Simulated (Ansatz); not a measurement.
InP:

```
In P
1.0
     0.00000    2.93050    2.93050
     2.93050    0.00000    2.93050
     2.93050    2.93050    0.00000
In P
1 1
Direct
  0.00000 0.00000 0.00000
  0.75000 0.75000 0.75000
```

Program: Ansatz 0.2.0. Alike in all runs: potentials or basis Ansatz PAW; cell as given. Hardware: 2 threads of Intel(R) Xeon(R) Processor @ 2.70GHz (shared host).

Order these runs on this cell by their wall time, lowest first.
A. task band structure; level r2SCAN; spin SOC, no magnetisation; k mesh 6 × 6 × 6; cutoff (eV) 500; smearing fermi-dirac 0.05 eV; points for each segment of the path 14; mesh quality not flagged
B. task band structure; level BLYP; spin off; k mesh 8 × 8 × 8; cutoff (eV) 420; smearing fermi-dirac 0.05 eV; points for each segment of the path 14; mesh quality not flagged
C. task band structure; level B3LYP; spin off; k mesh 4 × 4 × 4; cutoff (eV) 420; smearing fermi-dirac 0.05 eV; points for each segment of the path 4; mesh quality coarse
D. task single point; level PBE; spin off; k mesh 8 × 8 × 8; cutoff (eV) 420; smearing gaussian 0.022 eV; mesh quality not flagged
E. task band structure; level r2SCAN; spin off; k mesh 8 × 8 × 8; cutoff (eV) 500; smearing fermi-dirac 0.05 eV; points for each segment of the path 14; mesh quality not flagged

D (1.9 s), B (4.1 s), E (14 s), A (48 s), C (140 s).

Caveats: some runs use coarse meshes.
